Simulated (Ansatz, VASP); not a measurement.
## One calculation of F, two programs

```xyz
2
Lattice="0.0000 2.3705 2.3705 2.3705 0.0000 2.3705 2.3705 2.3705 0.0000" Properties=species:S:1:pos:R:3 pbc="T T T"
F    -0.5926   -0.5926   -0.5926
F     0.5926    0.5926    0.5926
```

Change from the starting cell: volume scaled by 0.92, PAW files.

Alike in both runs: task single point; functional PBE; k mesh 13 × 13 × 13; occupations fermi-dirac, width 0.05 eV; no spin polarisation.

```csv
,VASP,Ansatz
version,VASP 6.6.1,Ansatz 0.2.0
potentials or method,"VASP PAW PBE potentials, release 64 (F)","PAW with Ansatz's default frozen-core files, scalar-relativistic"
plane-wave cutoff (eV),520,420
valence electrons in the cell,14,14
```

|  | VASP | Ansatz | Ansatz less VASP |
| --- | --- | --- | --- |
| pressure (GPa) | 3.4 | 4.0 | +0.59 |
